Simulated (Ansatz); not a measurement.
**ZnSe (Stilleite): band structure with PBE**

**Experimental background.**

“Alloy Disordering Effects on the Thermal Conductivity and Energy Gap Temperature Dependence of Cd1−xZnxSe Ternary Crystals Grown by the Bridgman Method”, 2023, pmc:10253836 reports, for a bulk crystal of ZnSe at 300 K: band gap 2.695 ± 0.003 eV (an exciton energy, a little under the gap).

ZnSe (Stilleite):

```xyz
2
Lattice="0.0000 2.8338 2.8338 2.8338 0.0000 2.8338 2.8338 2.8338 0.0000" Properties=species:S:1:pos:R:3 pbc="T T T"
Se    4.2507    4.2507    4.2507
Zn    0.0000    0.0000    0.0000
```

```yaml
Program: Ansatz 0.2.0
Task: band structure
Functional: PBE
Potentials_or_basis: all-electron LAPW, relativistic spinors
Cutoff: 311 eV (chosen from the basis error)
Basis_error_allowed: 0.001 eV/atom
k_mesh: 6 × 6 × 6
Occupations: fermi-dirac, width 0.05 eV
Spin: spin-orbit coupling, no magnetisation
```

| Item | Value |
| --- | --- |
| Pressure | 2.1 GPa |
| Band gap on the k mesh | 1.16 eV, direct |
| Band gap along the path | 1.16 eV, direct |

Levels at the corners of the path, in eV from the valence-band top:
| point | band 41 | band 42 | band 43 | band 44 | band 45 | band 46 | band 47 | band 48 |
| --- | --- | --- | --- | --- | --- | --- | --- | --- |
| Γ | 0.00 | 0.00 | 0.00 | 0.00 | 1.16 | 1.16 | 5.58 | 5.58 |
| X | -2.40 | -2.40 | -2.23 | -2.23 | 2.86 | 2.86 | 3.34 | 3.34 |
| W | -3.00 | -2.82 | -2.77 | -2.75 | 5.26 | 5.35 | 5.44 | 5.51 |
| K | -3.27 | -3.16 | -1.91 | -1.91 | 3.46 | 3.46 | 5.42 | 5.52 |
| Γ | 0.00 | 0.00 | 0.00 | 0.00 | 1.16 | 1.16 | 5.58 | 5.58 |
| L | -1.11 | -1.11 | -0.88 | -0.88 | 2.42 | 2.42 | 6.23 | 6.23 |
| U | -3.27 | -3.16 | -1.91 | -1.91 | 3.46 | 3.46 | 5.42 | 5.52 |
| W | -3.00 | -2.82 | -2.77 | -2.75 | 5.26 | 5.35 | 5.44 | 5.51 |

Wall time 66 s on 1 thread of Arm Neoverse V2, with other jobs on the host, peak memory 0.41 GiB.

Against the measured gap of ZnSe, 2.695 eV (an exciton energy, a little under the gap; 300 K; “Alloy Disordering Effects on the Thermal Conductivity and Energy Gap Temperature Dependence of Cd1−xZnxSe Ternary Crystals Grown by the Bridgman Method”, 2023, pmc:10253836), the calculated 1.16 eV is off by -1.53 eV. So large a miss can be the level of theory's own, or it may mean another phase, state or a wrong row. The value is that of PBE, without temperature or zero-point motion. Semilocal functionals fall short of measured gaps as a rule.
